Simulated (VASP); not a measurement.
A run of VASP 6.6.1:

POSCAR

```
H10CO5
1.0
    5.6566530000      0.0000000000      0.0000000000
    0.0000000000      5.6566530000      0.0000000000
    0.0000000000      0.0000000000      5.6566530000
O H C
5 10 1
Direct
    0.3023165819     -0.0736124348      0.9925480669
    0.0402358073      0.6422525829      0.2561231880
    0.2946442004      0.5242499407      0.6696362672
    0.6904259462      0.9728721207      0.2616564955
    0.7933843564      0.3390344078      0.9467259173
    0.2901008777      0.0881970310      0.9473976926
    0.4441849270     -0.0771480945      1.0956125469
    0.1048323098      0.7472793541      0.1329938393
   -0.0540425584      0.5232776343      0.1821925439
    0.2309316127      0.5662535779      0.5115038875
    0.3431888079      0.6721819422      0.7477389898
    0.7555174411      1.1014110287      0.1710021810
    0.8253113635      0.8608624216      0.3014503453
    0.7435845897      0.6272967424      0.7484461218
    0.8255235030      0.3400774274      0.5911446221
    0.7902906542      0.4393764298      0.7577272285
```

File INCAR.step1:

```
SYSTEM = H10CO5
ALGO = Normal
EDIFF = 1E-4
ENCUT = 520
GGA = PE
ISMEAR = -1
LASPH = .True.
LCHARG = .False.
LREAL = Auto
LWAVE = .True.
NBANDS = 36
NELM = 100
PREC = Accurate
SIGMA = 0.05
```

The input INCAR.step2:

```
SYSTEM = H10CO5
ALGO = Normal
EDIFF = 1E-6
ENCUT = 520
ISIF = 2
ISMEAR = -1
ISTART = 1
IVDW = 12
LASPH = .True.
LCHARG = .True.
LELF = .True.
LMIXTAU = .True.
LREAL = Auto
LVHAR = .True.
LWAVE = .False.
METAGGA = R2SCAN
NBANDS = 36
NELM = 100
PREC = Accurate
SIGMA = 0.05
VDW_A1 = 0.49484001
VDW_A2 = 5.73083694
VDW_S6 = 1.0
VDW_S8 = 0.78981345
```

Contents of KPOINTS:

```
k-points
0
Gamma
  1 1 1
  0 0 0
```

Potentials or basis: VASP PAW PBE potentials, release 64 (O, H, C).

Run with:

```sh
$ cat potpaw_PBE.64/O/POTCAR potpaw_PBE.64/H/POTCAR potpaw_PBE.64/C/POTCAR > POTCAR
$ cp INCAR.step1 INCAR
$ mpirun -np 1 vasp_gam > vasp.out
$ cp INCAR.step2 INCAR
$ mpirun -np 1 vasp_gam > vasp.out
```

Hardware: 1 thread of Intel(R) Xeon(R) 6975P-C (Granite Rapids) (shared host).

Problem. How long does it take, and how much memory?

Solution. Wall time 48 s on 1 thread of Intel(R) Xeon(R) 6975P-C (Granite Rapids) (shared host), peak memory 0.25 GiB. Counts: scf iterations 11, k points 1.
